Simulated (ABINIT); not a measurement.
Au, 1 atom in the cell. It takes space group Fm-3m (No. 225, cubic). The conventional cell has a = 4.070 Å, b = 4.070 Å, c = 4.070 Å, α = 90.00°, β = 90.00°, γ = 90.00°. Around Au (site symmetry m-3m) lie 12 Au at 2.88 Å. 

| Item | Value |
| --- | --- |
| Program | ABINIT 10.8.3 (patched build) |
| Task | single point |
| Functional | LDA |
| Potentials or basis | JTH PAW LDA v2.0 |
| Cutoff | 680 eV |
| k mesh | 4 × 4 × 4 |
| Occupations | fermi-dirac, width 0.05 eV |
| Spin | no spin polarisation |
| Fine-grid cutoff | 1278.94 eV |

Potentials or basis: JTH PAW LDA v2.0.

The run is started by

```bash
$ abinit run.abi > log 2>&1
```

Hardware: 1 thread of Arm Neoverse V1, with other jobs on the host.

Task: How long does it take, and how much memory?

Result: Wall time 3.6 s on 1 thread of Arm Neoverse V1, with other jobs on the host, peak memory 0.11 GiB. Counts: scf iterations 19, k points 8, bands 10, plane waves 684.
